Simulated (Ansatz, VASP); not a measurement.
**MgI2 in VASP and in Ansatz**

Contents of INCAR:

```
SYSTEM = MgI2
PREC     = Accurate       ! precision mode
ENCUT    = 600            ! plane-wave cutoff, eV
EDIFF    = 1E-7           ! SCF threshold, eV
ISMEAR   = 0              ! smearing method
SIGMA    = 0.02           ! smearing width, eV
LREAL    = .False.        ! projectors in reciprocal space
LASPH    = .True.         ! aspherical terms in the spheres
NELM     = 100            ! most SCF steps
ALGO     = Normal         ! electronic algorithm
ISIF     = 3              ! what is computed and relaxed
LWAVE    = .False.        ! write WAVECAR
LCHARG   = .False.        ! write CHGCAR
GGA      = PE             ! functional
IBRION   = 2              ! ionic algorithm
NSW      = 100            ! ionic steps
EDIFFG   = -0.01          ! ionic threshold
```

KPOINTS

```
Automatic mesh
0
Gamma
  6 6 4
  0 0 0
```

POSCAR

```
MgI2
1.0
    4.1956844300      0.0000000000      0.0000000000
   -2.0978422200      3.6335694800      0.0000000000
    0.0000000000      0.0000000000      7.1057267200
Mg I
1 2
Direct
    0.0000000000      0.0000000000      0.0000000000
    0.3333333400      0.6666666900      0.2340768400
    0.6666666900      0.3333333400      0.7659231400
```

Input for Ansatz:

```yaml
crystal:
  lattice:
    - [4.19568443, 0.0, 0.0]
    - [-2.09784222, 3.63356948, 0.0]
    - [0.0, 0.0, 7.10572672]
  atoms:
    - { symbol: Mg, position: [0.0, 0.0, 0.0] }
    - { symbol: I, position: [0.33333334, 0.66666669, 0.23407684] }
    - { symbol: I, position: [0.66666669, 0.33333334, 0.76592314] }
basis:
  ecutwfc: 420
kpoints:
  mp_grid: { grid: [6, 6, 4] }
hamiltonian:
  xc: pbe
scf:
  occupations: { method: gaussian, width: 0.02 }
output:
  forces: true
  stress: true
  eigenvalues: true
  write_density: true
  write_potential: true
  elf: true
  volumetric_format: npy
relax:
  adjacent_minimum: "off"
  f_tol: 0.01
  max_steps: 80
  cell: { stress_tol: 0.05 }
```

Alike in both runs: task relaxation of cell and atoms; functional PBE; k mesh 6 × 6 × 4; occupations gaussian, width 0.02 eV; no spin polarisation.

|  | VASP | Ansatz |
| --- | --- | --- |
| version | VASP 6.6.1 | Ansatz 0.2.0 |
| potentials or method | VASP PAW PBE potentials, release 64 (Mg, I) | scalar-relativistic, plane waves, PAW |
| plane-wave cutoff (eV) | 600 | 420 |
| valence electrons in the cell | 16 | 44 |

|  | VASP | Ansatz | Ansatz less VASP |
| --- | --- | --- | --- |
| gap on the k mesh at the Fermi level, each at its own relaxed structure (eV) | 3.60 | 3.63 | +0.021 |
| relaxed volume (Å³/atom) | 39.40 | 39.62 | +0.216 |
| relaxed cell length with the largest relative difference (Å) | 7.731 | 7.751 | +0.0199 |
| energy change over the relaxation (meV/atom) | -5 | -5 | -0.2 |

The two sets of potentials don't hold the same shells in valence. Ansatz warned: «structure_snapped_to_symmetry».

Caveats: spin-orbit coupling is left out, which moves the levels of the heavy elements; this functional lacks dispersion, which binds the layers, so the pressure and a relaxed spacing across them are unreliable. A k mesh can miss the band edges. Expect the measured gap to be larger: semilocal functionals such as PBE lack the derivative discontinuity.
